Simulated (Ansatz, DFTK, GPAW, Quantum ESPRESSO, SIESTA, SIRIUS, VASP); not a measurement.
One calculation of KI, 8 ways

```
I K
1.0
     0.00000    3.53277    3.53277
     3.53277    0.00000    3.53277
     3.53277    3.53277    0.00000
I K
1 1
Cartesian
  3.5328 3.5328 3.5328
  0.0000 0.0000 0.0000
```

Alike in all runs: task single point; functional PBEsol; k mesh 7 × 7 × 7; occupations fermi-dirac, width 0.05 eV; no spin polarisation; no spin-orbit coupling. Pressure is positive in compression and, in plane waves, holds the error of the finite cutoff, which Ansatz's Pulay term estimates and takes out.

```tsv
program and potentials	plane-wave cutoff (eV)	notes	pressure (GPa)
Ansatz, Ansatz PAW	420	potentials made for PBE, which Ansatz adapts in part; 13 valence electrons an atom on average	-0.29
Ansatz, all-electron LAPW, scalar-relativistic	-	-	?
VASP, PBE PAW files I, K_sv, 520 eV	520	potentials made for PBE; 8 valence electrons an atom on average	-0.25
Quantum ESPRESSO, GBRV 1.5 PBEsol	612	8 valence electrons an atom on average	-0.40
DFTK, PseudoDojo SR PBEsol 0.4.1 standard (PBEsol)	1007	8 valence electrons an atom on average	-0.29
GPAW, PAW data sets generated for this functional	600	8 valence electrons an atom on average	-0.30
SIESTA, files PseudoDojo sr-pbesol-0.4.1-standard, DZP (energy shift 0.003 Ry; two zetas on semicore shells; d shell added on K)	-	atomic basis; 8 valence electrons an atom on average	-0.25
SIRIUS, PseudoDojo 0.4.1 PBEsol standard (scalar relativistic)	1030	8 valence electrons an atom on average	-0.29
```

Task: Estimate from the other rows what the run with Ansatz, all-electron LAPW, scalar-relativistic gave.

Result: Pressure -0.28 GPa. The other rows, which needn't bracket it: pressure -0.40 to -0.25.
